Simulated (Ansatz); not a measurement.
CoO:

```
CELL_PARAMETERS angstrom
1.50547 0.86918 2.43993
-1.50547 0.86918 2.43993
0.00000 -1.73837 2.43993
ATOMIC_POSITIONS crystal
Co 0.00000 0.00000 0.00000
O 0.50000 0.50000 0.50000
```

The cell is a database's computed one.

```yaml
Program: Ansatz 0.2.0
Task: relaxation of cell and atoms
Functional: BLYP
Potentials_or_basis: Ansatz PAW
Cutoff: "420 eV (not typed: the program's choice for these potentials)"
k_mesh: 11 × 11 × 11
Occupations: fermi-dirac, width 0.05 eV
Spin: collinear spin, ferromagnetic start
Starting_moments: "[2.0, 0.0] μB"
```

At the start: volume 9.58 Å³/atom.

Question: Where does the relaxation end?

Answer: It ends after 12 steps and the volume is 9.96 Å³/atom (+4.0 %); space group R-3m (No. 166, to 0.05 Å); moment 2.89 μB per cell.

The path:
| step | energy change (eV) | largest force (eV/Å) | volume (Å³) |
| --- | --- | --- | --- |
| 1 | 0.0000 | 0.0000 | 19.16 |
| 2 | -0.0098 | 0.0000 | 19.53 |
| 3 | -0.0117 | 0.0000 | 19.90 |
| 4 | -0.0117 | 0.0000 | 19.92 |
| 5 | -0.0112 | 0.0000 | 20.00 |
| 6 | -0.0123 | 0.0000 | 19.89 |
| 7 | -0.0178 | 0.0000 | 19.89 |
| 8 | -0.0178 | 0.0000 | 19.93 |
| 9 | -0.0178 | 0.0000 | 19.93 |
| 10 | -0.0181 | 0.0000 | 19.93 |
| 11 | -0.0181 | 0.0000 | 19.93 |
| 12 | -0.0181 | 0.0000 | 19.93 |

Final structure:
```
Co O
1.0
     1.54780    0.89362    2.40128
    -1.54780    0.89362    2.40128
     0.00000   -1.78725    2.40128
Co O
1 1
Cartesian
  0.0000 0.0000 0.0000
  0.0000 0.0000 3.6019
```

Caveat: the plane-wave basis is chosen anew once the cell has moved, so the energies of steps on either side of that aren't comparable; the pressure holds a Pulay correction of +0.9 GPa for the finite cutoff; a cell with one magnetic atom can't hold antiferromagnetic order, which such compounds often take; the PAW data sets come from PBE, with cores solved anew for the run's functional, which leaves a small shift of forces and pressure.
